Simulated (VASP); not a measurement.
# GaP (F-43m) in VASP: notebook

The runs below take GaP through optical spectrum, relaxation of cell and atoms, G0W0 quasiparticle levels, with PBEsol+D3(BJ), PBE-EpsX, PBE.

Program: VASP 6.6.1. These are calculated values, not measurements. Logs are shortened: lines on timing, memory, paths and dates and some standing lists are left out, and cuts for length are marked.

## (1) The crystal as given

Symmetry: F-43m, No. 216, cubic system. Conventional cell: a = 5.451 Å, b = 5.451 Å, c = 5.451 Å, α = 90.00°, β = 90.00°, γ = 90.00°. Around Ga (site symmetry -43m) lie 4 P at 2.36 Å. P (site symmetry -43m) is surrounded by 4 Ga at 2.36 Å.

## (2) Optical spectrum, PBEsol+D3(BJ), spin-orbit coupling, no magnetisation

The input, INCAR:

```
PREC = Accurate ; ENCUT = 800
EDIFF = 1E-5 ; ISMEAR = 0
SIGMA = 0.1 ; LREAL = F
LASPH = T ; NELM = 80
ALGO = Normal ; ISIF = 2
LWAVE = F ; LCHARG = F
LNONCOLLINEAR = T ; MAGMOM = 0 0 0 0 0 0
LORBIT = 11 ; LSORBIT = T
GGA_COMPAT = F ; GGA = PS
IVDW = 12 ; LOPTICS = T
NBANDS = 66 ; NEDOS = 1000
CSHIFT = 0.1 ; NELMDL = 0
```

The input, KPOINTS:

```
regular mesh
0
Gamma
  6 6 6
```

The input, POSCAR:

```
GaP
1.0
    0.0000000000      2.7252500000      2.7252500000
    2.7252500000      0.0000000000      2.7252500000
    2.7252500000      2.7252500000      0.0000000000
Ga P
1 1
Direct
    0.0000000000      0.0000000000      0.0000000000
    0.7500000000      0.7500000000      0.7500000000
```

Potentials or basis: VASP PAW PBE potentials, release 64 (Ga_d, P).

On the command line:

```sh
$ cat potpaw_PBE.64/Ga_d/POTCAR potpaw_PBE.64/P/POTCAR > POTCAR
$ mpirun -np 1 vasp_ncl > vasp.out
```

OUTCAR:

```text
PREC = Accurate
   ENCUT = 800
   EDIFF = 1E-5
   ISMEAR = 0
   LREAL = F
   LASPH = T
   NELM = 80
   ISIF = 2
   LNONCOLLINEAR = T
   LORBIT = 11
   LSORBIT = T
   GGA = PS
   IVDW = 12
   NELMDL = 0
 IVDW          = 12

 ion  position               nearest neighbor table
   1  0.000  0.000  0.000-   2 2.36   2 2.36   2 2.36   2 2.36
   2  0.750  0.750  0.750-   1 2.36   1 2.36   1 2.36   1 2.36

  LATTYP: Found a face centered cubic cell.
 ALAT       =     5.4505000000

  Lattice vectors:

 A1 = (   0.0000000000,   2.7252500000,   2.7252500000)
 A2 = (   2.7252500000,   0.0000000000,   2.7252500000)
 A3 = (   2.7252500000,   2.7252500000,   0.0000000000)

Analysis of symmetry for initial positions (statically):
=====================================================================
 Subroutine PRICEL returns:
 Original cell was already a primitive cell.

 Routine SETGRP: Setting up the symmetry group for a
 face centered cubic supercell.

 Subroutine GETGRP returns: Found 24 space group operations
 (whereof 24 operations were pure point group operations)
 out of a pool of 48 trial point group operations.

The static configuration has the point symmetry T_d .

Analysis of symmetry for dynamics (positions and initial velocities):
=====================================================================
 Subroutine PRICEL returns:
 Original cell was already a primitive cell.

 Routine SETGRP: Setting up the symmetry group for a
 face centered cubic supercell.

 Subroutine GETGRP returns: Found 24 space group operations
 (whereof 24 operations were pure point group operations)
 out of a pool of 48 trial point group operations.

The dynamic configuration has the point symmetry T_d .

Analysis of structural, dynamic, and magnetic symmetry:
=====================================================================
 Subroutine PRICEL returns:
 Original cell was already a primitive cell.

 Routine SETGRP: Setting up the symmetry group for a
 face centered cubic supercell.

 Subroutine GETGRP returns: Found 24 space group operations
[... 1140 lines left out ...]
  --------------------------------------------------------------------------------------------------------------
     0.00000    40.19701    40.19701    40.19701    -0.00000     0.00000     0.00000
     0.65457     4.37285     4.37285     4.37285    -0.00000     0.00000     0.00000
     1.30914     3.27528     3.27528     3.27528    -0.00000     0.00000     0.00000
     1.96372     4.49411     4.49411     4.49411    -0.00000     0.00000     0.00000
     2.61829    31.13350    31.13350    31.13350     0.00000     0.00000     0.00000
     3.27286     4.76965     4.76965     4.76965    -0.00000    -0.00000     0.00000
[... 92 lines left out ...]
    64.14804     0.00003     0.00003     0.00003     0.00000    -0.00000    -0.00000
    64.80261     0.00003     0.00003     0.00003     0.00000    -0.00000    -0.00000

  frequency dependent      REAL DIELECTRIC FUNCTION (independent particle, no local field effects) current-current
     E(ev)        X           Y           Z          XY          YZ          ZX
  --------------------------------------------------------------------------------------------------------------
     0.00000    14.10171    14.10171    14.10171    -0.00000     0.00000     0.00000
     0.65457    14.64764    14.64764    14.64764    -0.00000     0.00000     0.00000
     1.30914    17.07411    17.07411    17.07411    -0.00000     0.00000     0.00000
     1.96372    16.31979    16.31979    16.31979    -0.00000     0.00000     0.00000
     2.61829    29.10079    29.10079    29.10079     0.00000    -0.00000     0.00000
     3.27286    12.37076    12.37076    12.37076    -0.00000    -0.00000     0.00000
[... 92 lines left out ...]
    64.14804     0.91657     0.91657     0.91657     0.00000     0.00000    -0.00000
    64.80261     0.91846     0.91846     0.91846     0.00000     0.00000    -0.00000

 Spin-Orbit-Coupling matrix elements

 Ion:    1  E_soc:     -0.0118272
 l=   1
     0.0000000    -0.0011121    -0.0011121
    -0.0011121     0.0000000    -0.0011121
    -0.0011121    -0.0011121     0.0000000
 l=   2
     0.0000000    -0.0001752     0.0000000    -0.0001752    -0.0006839
    -0.0001752     0.0000000    -0.0005129    -0.0001752    -0.0001710
     0.0000000    -0.0005129     0.0000000    -0.0005129     0.0000000
    -0.0001752    -0.0001752    -0.0005129     0.0000000    -0.0001710
    -0.0006839    -0.0001710     0.0000000    -0.0001710     0.0000000
 l=   3
     0.0000000     0.0000000     0.0000000     0.0000000     0.0000000     0.0000000     0.0000000
     0.0000000     0.0000000     0.0000000     0.0000000     0.0000000     0.0000000     0.0000000
     0.0000000     0.0000000     0.0000000     0.0000000     0.0000000     0.0000000     0.0000000
     0.0000000     0.0000000     0.0000000     0.0000000     0.0000000     0.0000000     0.0000000
     0.0000000     0.0000000     0.0000000     0.0000000     0.0000000     0.0000000     0.0000000
     0.0000000     0.0000000     0.0000000     0.0000000     0.0000000     0.0000000     0.0000000
     0.0000000     0.0000000     0.0000000     0.0000000     0.0000000     0.0000000     0.0000000

 Ion:    2  E_soc:     -0.0008800
 l=   1
     0.0000000    -0.0001467    -0.0001467
    -0.0001467     0.0000000    -0.0001467
    -0.0001467    -0.0001467     0.0000000
 l=   2
     0.0000000     0.0000000     0.0000000     0.0000000     0.0000000
     0.0000000     0.0000000     0.0000000     0.0000000     0.0000000
     0.0000000     0.0000000     0.0000000     0.0000000     0.0000000
     0.0000000     0.0000000     0.0000000     0.0000000     0.0000000
     0.0000000     0.0000000     0.0000000     0.0000000     0.0000000
 l=   3
     0.0000000     0.0000000     0.0000000     0.0000000     0.0000000     0.0000000     0.0000000
     0.0000000     0.0000000     0.0000000     0.0000000     0.0000000     0.0000000     0.0000000
     0.0000000     0.0000000     0.0000000     0.0000000     0.0000000     0.0000000     0.0000000
     0.0000000     0.0000000     0.0000000     0.0000000     0.0000000     0.0000000     0.0000000
     0.0000000     0.0000000     0.0000000     0.0000000     0.0000000     0.0000000     0.0000000
     0.0000000     0.0000000     0.0000000     0.0000000     0.0000000     0.0000000     0.0000000
     0.0000000     0.0000000     0.0000000     0.0000000     0.0000000     0.0000000     0.0000000

 total charge

# of ion       s       p       d       tot
------------------------------------------
    1        0.862   0.855  10.012  11.729
    2        1.016   1.511   0.000   2.527
--------------------------------------------------
tot          1.878   2.366  10.012  14.256

 magnetization (x)

# of ion       s       p       d       tot
------------------------------------------
    1        0.000   0.000   0.000   0.000
    2        0.000  -0.000   0.000  -0.000
--------------------------------------------------
tot          0.000  -0.000   0.000  -0.000

 magnetization (y)

# of ion       s       p       d       tot
------------------------------------------
    1        0.000  -0.000   0.000  -0.000
    2        0.000   0.000   0.000   0.000
--------------------------------------------------
tot          0.000   0.000   0.000   0.000

 magnetization (z)

# of ion       s       p       d       tot
------------------------------------------
    1       -0.000   0.000   0.000   0.000
    2        0.000   0.000   0.000   0.000
--------------------------------------------------
tot          0.000   0.000   0.000   0.000
```

OSZICAR:

```text
N       E                     dE             d eps       ncg     rms          rms(c)
DAV:   1     0.182468166582E+03    0.18247E+03   -0.81336E+03  4024   0.102E+03
DAV:   2     0.201332453485E+02   -0.16233E+03   -0.13068E+03  2936   0.329E+02
DAV:   3    -0.882926789038E+01   -0.28963E+02   -0.27883E+02  3382   0.875E+01
DAV:   4    -0.101851261669E+02   -0.13559E+01   -0.13489E+01  3510   0.182E+01
DAV:   5    -0.102010070744E+02   -0.15881E-01   -0.15876E-01  3400   0.196E+00    0.414E+00
DAV:   6    -0.995344942636E+01    0.24756E+00   -0.87393E-02  4370   0.559E+00    0.258E+00
DAV:   7    -0.991463619458E+01    0.38813E-01   -0.45900E-02  3346   0.110E+00    0.933E-01
DAV:   8    -0.991213167688E+01    0.25045E-02   -0.90773E-03  3398   0.698E-01    0.270E-01
DAV:   9    -0.991225410230E+01   -0.12243E-03   -0.84522E-04  3684   0.221E-01    0.962E-02
DAV:  10    -0.991230632903E+01   -0.52227E-04   -0.76608E-05  3880   0.700E-02    0.411E-02
DAV:  11    -0.991231475016E+01   -0.84211E-05   -0.14804E-05  3150   0.249E-02
   1 F= -.10474925E+02 E0= -.10474925E+02  d E =-.349617E-12  mag=    -0.0000    -0.0000     0.0000
 imaginary and real dielectric function
```

stdout:

```text
POSCAR found type information on POSCAR GaP
 POSCAR found :  2 types and       2 ions
 scaLAPACK will be used
 -----------------------------------------------------------------------------
|                                                                             |
|                                                                             |
|     You enforced a specific xc type in the INCAR file but a different       |
|     I HOPE YOU KNOW WHAT YOU ARE DOING!                                     |
|                                                                             |
 -----------------------------------------------------------------------------

 LDA part: xc-table for (Slater+PW92), standard interpolation
 POSCAR, INCAR and KPOINTS ok, starting setup
 FFT: planning ... GRIDC
 FFT: planning ... GRID_SOFT
 FFT: planning ... GRID
 WAVECAR not read
 WARNING: random wavefunctions but no delay for mixing, default for NELMDL
 entering main loop
 optical routines
 imaginary and real dielectric function
 recalculating local potential from charge density
 direction            1
 direction            2
 direction            3
```

Wall time 3.3 min (1 thread of Intel Xeon Platinum 8488C (Sapphire Rapids), shared host); peak memory 0.54 GiB.

Results:

* Free energy: -10.4749 eV
* Pressure: -2.6 GPa
* Valence electrons inside the program's atomic spheres: Ga 11.73; P 2.53
* Dispersion energy per atom: -0.281 eV

Dielectric function (mean over the directions given):
```tsv
energy (eV)	real part	imaginary part
0.26	14.21	0.07
1.24	16.71	0.64
2.29	23.93	3.58
3.34	15.00	4.36
4.39	-19.21	47.23
5.43	-2.51	5.39
6.48	-3.60	6.60
7.46	-4.57	6.06
8.51	-5.04	2.57
9.56	-1.95	0.84
10.60	-1.86	0.94
11.65	-1.65	0.70
12.70	-1.04	0.48
13.68	-0.73	0.44
14.73	-0.23	0.40
15.78	-0.17	0.15
16.82	0.02	0.17
17.87	0.16	0.17
18.92	0.25	0.30
19.96	0.27	0.17
```

Caveat: spectra need much finer meshes, so this one isn't converged; independent-particle spectra lack excitons; the PAW data sets were made with another functional, which shifts forces and pressure a little.

## (3) Relaxation of cell and atoms, PBE-EpsX

POSCAR is that of step 2.

The input, INCAR.step1:

```
SYSTEM = GaP
ALGO     = Normal         ! electronic algorithm
EDIFF    = 1E-8           ! SCF threshold, eV
ENCUT    = 600            ! plane-wave cutoff, eV
GGA      = PE             ! functional
ISMEAR   = -1             ! smearing method
LASPH    = .TRUE.         ! aspherical terms in the spheres
LCHARG   = .FALSE.        ! write CHGCAR
LEPSILON = .TRUE.         ! dielectric tensor by DFPT
LREAL    = .FALSE.        ! projectors in reciprocal space
LWAVE    = .FALSE.        ! write WAVECAR
NELM     = 60             ! most SCF steps
PREC     = Accurate       ! precision mode
SIGMA    = 0.05           ! smearing width, eV
```

The input, KPOINTS.step1:

```
Automatic mesh
0
G
  8 8 8
  0 0 0
```

The input, INCAR.step2:

```
SYSTEM = GaP
ALGO     = Normal         ! electronic algorithm
EDIFF    = 1E-5           ! SCF threshold, eV
ENCUT    = 600            ! plane-wave cutoff, eV
GGA      = PE             ! functional
ISMEAR   = -1             ! smearing method
LASPH    = .TRUE.         ! aspherical terms in the spheres
LCHARG   = .FALSE.        ! write CHGCAR
LREAL    = .FALSE.        ! projectors in reciprocal space
LWAVE    = .TRUE.         ! write WAVECAR
NELM     = 60             ! most SCF steps
PREC     = Accurate       ! precision mode
SIGMA    = 0.05           ! smearing width, eV
```

The input, KPOINTS.step2:

```
k-points
0
G
  4 4 4
  0 0 0
```

The input, INCAR.step3:

```
SYSTEM = GaP
AEXX     = 0.0895         ! exact-exchange fraction
ALGO     = Normal         ! electronic algorithm
EDIFF    = 1E-6           ! SCF threshold, eV
EDIFFG   = -0.01          ! ionic threshold
ENCUT    = 600            ! plane-wave cutoff, eV
GGA      = PE             ! functional
IBRION   = 2              ! ionic algorithm
ISIF     = 3              ! what is computed and relaxed
ISMEAR   = -1             ! smearing method
ISTART   = 1            
LASPH    = .TRUE.         ! aspherical terms in the spheres
LCHARG   = .FALSE.        ! write CHGCAR
LHFCALC  = .TRUE.         ! exact exchange
LREAL    = .FALSE.        ! projectors in reciprocal space
LWAVE    = .FALSE.        ! write WAVECAR
NELM     = 60             ! most SCF steps
NSW      = 60             ! ionic steps
PREC     = Accurate       ! precision mode
PRECFOCK = Fast         
SIGMA    = 0.05           ! smearing width, eV
```

The input, KPOINTS.step3:

```
k-points
0
G
  4 4 4
  0 0 0
```

Potentials or basis: VASP PAW PBE potentials, release 64 (Ga_d, P).

On the command line:

```sh
$ cat potpaw_PBE.64/Ga_d/POTCAR potpaw_PBE.64/P/POTCAR > POTCAR
$ cp INCAR.step1 INCAR
$ cp KPOINTS.step1 KPOINTS
$ mpirun -np 1 vasp_std > vasp.out
$ cp INCAR.step2 INCAR
$ cp KPOINTS.step2 KPOINTS
$ mpirun -np 1 vasp_std > vasp.out
$ cp INCAR.step3 INCAR
$ cp KPOINTS.step3 KPOINTS
$ mpirun -np 1 vasp_std > vasp.out
```

Run time: 17 min. Hardware: 1 thread of AMD EPYC 7R13 (Zen 3), shared host; peak memory 0.29 GiB.

Results (log left out):

| Item | Value |
| --- | --- |
| Free energy | -9.9073 eV |
| Relaxed volume | 20.72 Å³/atom |
| Relaxed cell | a = 3.885 Å, b = 3.885 Å, c = 3.885 Å, α = 60.00°, β = 60.00°, γ = 60.00° |
| Space group after relaxing (to 0.05 Å) | F-43m (No. 216) |
| Energy gained by relaxing | 3.0 meV/atom |
| Ionic steps | 3 |
| Pressure after relaxing | 0.1 GPa |
| Band gap on the k mesh | 2.15 eV, indirect (least direct gap 2.23 eV) |

Step by step:
```tsv
step	energy change (eV)	largest force (eV/Å)	pressure (GPa)	volume (Å³)
1	0.0000	0.0000	2.08	40.48
2	-0.0040	0.0000	-1.15	42.04
3	-0.0060	0.0000	0.06	41.45
```

Final structure:
```cif
data_structure
_symmetry_space_group_name_H-M 'P 1'
_symmetry_Int_Tables_number 1
_cell_length_a 3.8846
_cell_length_b 3.8846
_cell_length_c 3.8846
_cell_angle_alpha 60.000
_cell_angle_beta 60.000
_cell_angle_gamma 60.000
_cell_volume 41.45
loop_
_atom_site_label
_atom_site_type_symbol
_atom_site_fract_x
_atom_site_fract_y
_atom_site_fract_z
_atom_site_occupancy
Ga1 Ga 0.00000 0.00000 0.00000 1
P1 P 0.75000 0.75000 0.75000 1
```

Levels at points of the mesh, in eV from the valence-band top:
| k point | band 6 | band 7 | band 8 | band 9 | band 10 | band 11 | band 12 | band 13 |
| --- | --- | --- | --- | --- | --- | --- | --- | --- |
| (0.00, 0.00, 0.00) | -12.80 | 0.00 | 0.00 | 0.00 | 2.23 | 4.45 | 4.45 | 4.45 |
| (0.50, 0.00, 0.00) | -10.75 | -6.75 | -1.13 | -1.13 | 2.15 | 5.30 | 5.30 | 8.85 |
| (0.50, 0.50, 0.00) | -9.85 | -6.89 | -2.70 | -2.70 | 2.17 | 2.36 | 11.20 | 11.20 |

Caveat: the k mesh is coarse (spacing up to 0.50 Å⁻¹), so the values aren't converged, least of all with exact exchange; the PAW data sets were made with another functional, which shifts forces and pressure a little. Zero-point motion and thermal expansion aren't in these numbers.

(Continued in part 2 of 2.)
